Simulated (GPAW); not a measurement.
Crystal: Ru.

```
Ru
1.0
     2.70580    0.00000    0.00000
    -1.35290    2.34329    0.00000
     0.00000    0.00000    4.28190
Ru
2
Direct
  0.66667 0.33333 0.75000
  0.33333 0.66667 0.25000
```

Base run:

| Quantity | Value |
| --- | --- |
| Program | GPAW 26.7.0 |
| Functional | PBE |
| Potentials or basis | GPAW PAW data sets (gpaw-data 1.2.1) |
| Cutoff | 600 eV |
| Basis | pw |
| k mesh | 11 × 11 × 6 |
| Occupations | fermi-dirac, width 0.05 eV |
| Spin | no spin polarisation |
| Hubbard terms | Ru d U = 5 eV |

Its results: band gap on the k mesh none (metal or under the smearing width); pressure -8.0 GPa.

The run is repeated on the same cell with these changes: hubbard terms from Ru d U = 5 eV to Ru d U = 8 eV. What comes out?

Band gap on the k mesh none (metal or under the smearing width); pressure -11.8 GPa.

Caveats: U without spin polarisation on a metal has little footing; the U is typed as a test and isn't derived for this compound.
